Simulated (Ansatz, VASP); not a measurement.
GaSb in VASP and in Ansatz

Contents of INCAR:

```
SYSTEM = GaSb
PREC = Accurate ; ENCUT = 520
EDIFF = 1E-6 ; ISMEAR = 0
SIGMA = 0.1 ; LREAL = .False.
LASPH = .True. ; NELM = 80
ALGO = Normal ; ISIF = 2
LWAVE = .False. ; LCHARG = .True.
GGA = PS ; LELF = .True.
LVHAR = .True. ; NBANDS = 16
```

KPOINTS

```
regular mesh
0
Gamma
  12 12 12
  0 0 0
```

Contents of POSCAR:

```
GaSb
1.0
    0.0000000000      3.1501276100      3.1501276100
    3.1501276100      0.0000000000      3.1501276100
    3.1501276100      3.1501276100      0.0000000000
Ga Sb
1 1
Direct
    0.0000000000      0.0000000000      0.0000000000
    0.7500000000      0.7500000000      0.7500000000
```

Input for Ansatz:

```yaml
crystal:
  lattice:
    - [0.0, 3.15012761, 3.15012761]
    - [3.15012761, 0.0, 3.15012761]
    - [3.15012761, 3.15012761, 0.0]
  atoms:
    - { symbol: Ga, position: [0.0, 0.0, 0.0] }
    - { symbol: Sb, position: [0.75, 0.75, 0.75] }
basis:
  ecutwfc: 420
kpoints:
  mp_grid: { grid: [12, 12, 12] }
hamiltonian:
  xc: pbesol
scf:
  occupations: { method: gaussian, width: 0.1 }
output:
  forces: true
  stress: true
  eigenvalues: true
```

Alike in both runs: task single point; functional PBEsol; k mesh 12 × 12 × 12; occupations gaussian, width 0.1 eV; no spin polarisation.

|  | VASP | Ansatz |
| --- | --- | --- |
| version | VASP 6.6.1 | Ansatz 0.2.0 |
| potentials or method | VASP PAW PBE potentials, release 64 (Ga_d, Sb) | scalar-relativistic, plane waves, PAW |
| plane-wave cutoff (eV) | 520 | 420 |
| valence electrons in the cell | 18 | 28 |

|  | VASP | Ansatz | Ansatz less VASP |
| --- | --- | --- | --- |
| gap on the k mesh at the Fermi level (eV) | none | none | - |
| pressure (GPa) | -3.7 | -3.8 | -0.07 |

A gap of «none» marks a metal or a gap that the smearing closes. With one functional, cell and mesh, what is left measures potentials, basis and numerics. The two sets of potentials don't hold the same shells in valence.

Caveats: the PAW data sets were made with another functional, which shifts forces and pressure a little (VASP). Spin-orbit coupling is left out, which matters for the levels of Sb.
